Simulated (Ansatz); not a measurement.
**AlN (F-43m): band structure, by script**

A script is to give a band structure; the system is AlN (F-43m).

Computed with Ansatz 0.2.0, driven from Python. Level of theory: DFT PBE, plane waves, PAW.

### Step 1. The system

Symmetry: F-43m, No. 216, cubic system. The conventional cell has a = 4.368 Å, b = 4.368 Å, c = 4.368 Å, α = 90.00°, β = 90.00°, γ = 90.00°. Al (site symmetry -43m) is surrounded by 4 N at 1.89 Å. N (site symmetry -43m) has 4 Al at 1.89 Å as nearest neighbours.

No structure file is read: the coordinates are typed or built in the script.

### Step 2. The script

bands_aln.py reads:

```python
import json
import warnings

import ansatz as az
import numpy as np

warnings.simplefilter('ignore', az.DeckWarning)

vectors = np.array([
    [0.0, 2.18399356, 2.18399356],
    [2.18399356, 0.0, 2.18399356],
    [2.18399356, 2.18399356, 0.0],
])
structure = (
    az.Lattice.of(vectors)
    .atom('Al', (0.0, 0.0, 0.0))
    .atom('N', (0.75, 0.75, 0.75))
)

path = [
    ('K', (-0.375, 0.0, 0.375)),
    ('G', (0.0, 0.0, 0.0)),
    ('L', (0.0, 0.0, 0.5)),
    ('W', (-0.5, -0.25, 0.25)),
    ('X', (-0.5, -0.5, 0.0)),
]
calculation = (
    structure.calculation()
    .occupations(az.OccupationsMethod.FIXED)
    .kpoints(7, 7, 7, center='gamma')
    .basis(420)
    .functional(az.Functional.PBE)
    .band_structure([point for _, point in path], intervals=8)
    .scf(extra_bands=8)
    .band_table()
)
out = calculation.run(threads=1, pin='off')
report = out.report

for key in ('converged', 'n_iterations', 'n_electrons', 'n_kpoints', 'n_pw', 'n_symmetry_ops', 'free_energy_ev', 'fermi_energy_ev'):
    print(f'{key:18s} {report[key]}')

gap = None if 'band_edges_ev' not in report else report['band_edges_ev'][1] - report['band_edges_ev'][0]
print('gap on the k mesh:', 'withheld (metal, or smearing too wide to tell)' if gap is None else f'{gap:.3f} eV')
print('lowest empty less highest filled band, by band count:', round(report['gap_by_band_count_ev'], 3), 'eV')

keep = ['free_energy_ev', 'energy_sigma0_ev', 'fermi_energy_ev', 'n_iterations', 'converged', 'magnetization_mub', 'n_kpoints']
with open('aln.json', 'w') as handle:
    json.dump({key: report[key] for key in keep}, handle, indent=1)

bands = out.band_structure()
fermi = bands.fermi_energy_ev
print(f'zero of the bands: {fermi:.3f} eV, the Fermi level found on the SCF mesh')
for spin, channel in enumerate(bands.channels):
    print('channel', spin, '- computed levels within 6 eV of the Fermi level')
    for i, (label, _) in enumerate(path):
        levels = channel.eigenvalues_ev[i * 8] - fermi
        print(f'  {label:3s}', ' '.join(f'{e:7.3f}' for e in levels if abs(e) < 6))
```

### Step 3. The input behind the calls

The engine receives this input:

```yaml
crystal:
  lattice:
    - [0.0, 2.18399356, 2.18399356]
    - [2.18399356, 0.0, 2.18399356]
    - [2.18399356, 2.18399356, 0.0]
  atoms:
    - { symbol: Al, position: [0.0, 0.0, 0.0] }
    - { symbol: "N", position: [0.75, 0.75, 0.75] }
basis:
  ecutwfc: 420.0
kpoints:
  mp_grid:
    grid: [7, 7, 7]
    shift: [0.0, 0.0, 0.0]
  band_path:
    path:
      - [-0.375, 0.0, 0.375]
      - [0.0, 0.0, 0.0]
      - [0.0, 0.0, 0.5]
      - [-0.5, -0.25, 0.25]
      - [-0.5, -0.5, 0.0]
    npoints: 8
hamiltonian:
  xc: pbe
scf:
  n_extra_bands: 8
  occupations:
    method: fixed
output:
  eigenvalues: true
```

### Step 4. Launch

The run is started by

```console
$ python bands_aln.py
```

Output:

```text
converged          True
n_iterations       6
n_electrons        8.0
n_kpoints          20
n_pw               411
n_symmetry_ops     24
free_energy_ev     -924.2029342400106
fermi_energy_ev    6.971359149979259
gap on the k mesh: 3.627 eV
lowest empty less highest filled band, by band count: 3.627 eV
zero of the bands: 6.971 eV, the Fermi level found on the SCF mesh
channel 0 - computed levels within 6 eV of the Fermi level
  K    -4.247  -3.623  -1.365   5.168
  G     0.000   0.000   0.000   4.186
  L    -5.843  -0.478  -0.478
  W    -3.772  -3.429  -2.685
  X    -4.895  -1.767  -1.767   3.325
```

It took 1.6 s on 1 thread of Arm Neoverse V1, shared host; peak memory 0.3 GiB.

File aln.json afterwards:

```json
{
 "free_energy_ev": -924.2029342400106,
 "energy_sigma0_ev": -924.2029342400106,
 "fermi_energy_ev": 6.971359149979259,
 "n_iterations": 6,
 "converged": true,
 "magnetization_mub": 0.0,
 "n_kpoints": 20
}
```

Lines on the test bed's own set-up are left out of the output.

### Step 5. What the engine kept of the run

From the engine's report, whether the script printed it or not:

```
                                                                  item       value
                                                     SCF cycles in all           6
                                                       k-points solved          20
                                                           plane waves         411
                                                                 bands          12
                                                     valence electrons           8
                                                      free energy (eV)  -924.20293
                                                      Fermi level (eV)       6.971
lowest empty less highest filled level on the mesh, by band count (eV)       3.627
```

### Step 6. Bands along the path

The run's results hold a band table, bands.tsv.

bands.tsv at the labelled points (eV, zero at the valence-band top; the bands nearest the gap):

```
point  band 1  band 2  band 3  band 4  band 5  band 6  band 7  band 8
    K  -12.31   -4.25   -3.62   -1.37    5.17   10.10   13.08   14.16
    Γ  -14.97    0.00    0.00    0.00    4.19   12.58   12.58   12.58
    L  -12.92   -5.84   -0.48   -0.48    7.38    9.86   11.15   11.15
    W  -12.23   -3.77   -3.43   -2.68    6.04   11.42   11.98   12.18
    X  -12.29   -4.89   -1.77   -1.77    3.33    8.62   13.95   15.72
```

Highest filled and lowest empty level along the path:

```
distance (1/Å)  highest filled (eV)  lowest empty (eV)
          0.00                -1.37               5.17
          0.76                -0.20               7.35
          1.53                 0.00               4.19
          2.15                -0.25               6.45
          2.77                -0.48               7.38
          3.28                -1.11               7.10
          3.79                -2.68               6.04
          4.15                -2.28               4.57
          4.51                -1.77               3.33
```

### Step 7. What came out

```
                       quantity                             value
                    free energy  -924.2029 eV (-462.1015 eV/atom)
                gap on the path                 3.33 eV, indirect
valence top / conduction bottom                       at Γ / at X
```

What this shows: The path gives a gap of 3.33 eV, indirect (valence top at Γ, conduction bottom at X); points off the path could narrow it. Semilocal functionals usually give gaps below the measured ones. Notes:
- Along an axis with an odd division the mesh misses the point at one half; a gap read on a finite mesh is an upper bound on this functional's gap.
- The zero of the levels is a convention of the potentials, so an absolute Fermi energy is no work function.
- The structure comes from a database of computed cells and needn't be a stable or known phase.
- Levels are Kohn-Sham eigenvalues on this mesh.
